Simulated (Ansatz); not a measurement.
**SiC: the cell at several levels of theory**

One table from this session's results is given with a row withheld; the runs are named, their logs left out.

Code: Ansatz 0.2.0. PAW datasets, plane waves, zero pressure. Computed at 0 K without zero-point motion; spin polarisation is off.

## The system as given

This is the cell as the run starts from it, not yet at rest; its lengths are not the crystal's.

The symmetry is P6_3mc (No. 186, hexagonal); a = 2.958 Å, c = 9.661 Å in the conventional setting, 9.15 Å³ an atom. Near Si stand 4 C at 1.81 Å; near C stand 4 Si at 1.81 Å.

The structure in full:

```
Si C
1.0
     2.95817    0.00000    0.00000
    -1.47908    2.56185    0.00000
     0.00000    0.00000    9.66137
Si C
4 4
Cartesian
  0.0000 0.0000 0.0000
  0.0000 1.7079 2.4153
  0.0000 0.0000 4.8307
  1.4791 0.8539 7.2460
  0.0000 0.0000 1.8115
  0.0000 1.7079 4.2269
  0.0000 0.0000 6.6422
  1.4791 0.8539 9.0575
```

The first run:

input.yaml reads:

```yaml
crystal:
  lattice:
    - [2.9581671127, 0.0, 0.0]
    - [-1.4790835564, 2.5618478682, 0.0]
    - [0.0, 0.0, 9.6613737901]
  atoms:
    - { symbol: Si, position: [0.0, 0.0, 0.0] }
    - { symbol: Si, position: [0.3333333333, 0.6666666667, 0.25] }
    - { symbol: Si, position: [0.0, 0.0, 0.5] }
    - { symbol: Si, position: [0.6666666667, 0.3333333333, 0.75] }
    - { symbol: C, position: [0.0, 0.0, 0.1875] }
    - { symbol: C, position: [0.3333333333, 0.6666666667, 0.4375] }
    - { symbol: C, position: [0.0, 0.0, 0.6875] }
    - { symbol: C, position: [0.6666666667, 0.3333333333, 0.9375] }
kpoints:
  mp_grid: { grid: [12, 12, 4] }
hamiltonian:
  xc: pbe
scf:
  occupations: { method: fermi_dirac, width: 0.02 }
relax:
  f_tol: 0.005
  cell: {}
```

Launch:

```
> ansatz run input.yaml --threads 4 --pin off --max-ram 7372MiB --backend cpu --events-out ev --progress --plain --runs-dir out
```

Among the steps run: PBE: cell and atoms; Relaxing with r2SCAN; PBEsol: cell and atoms; Relaxing with LDA.

One table of the session follows, with a row left open; its other results are not shown here.

```
 level  a (Å)   c (Å)  volume (Å³/atom)
   PBE      ?       ?                 ?
r2SCAN  3.078  10.077            10.332
PBEsol  3.078  10.076            10.334
   LDA  3.058  10.012            10.138
```

Q: Estimate the row for PBE from the others.

As computed: a (Å): 3.094; c (Å): 10.129; volume (Å³/atom): 10.497. In the column «a (Å)» it is the highest.

**Reading.** The first relaxation changed the volume by +14.7 % from the start. The volume runs from LDA (least) to PBE (most), a spread of 3.5 %, or 1.2 % in length if all axes shared it alike. The meshes differ: PBE 12×12×4, r2SCAN 12×12×2, PBEsol 12×12×2, LDA 12×12×2.
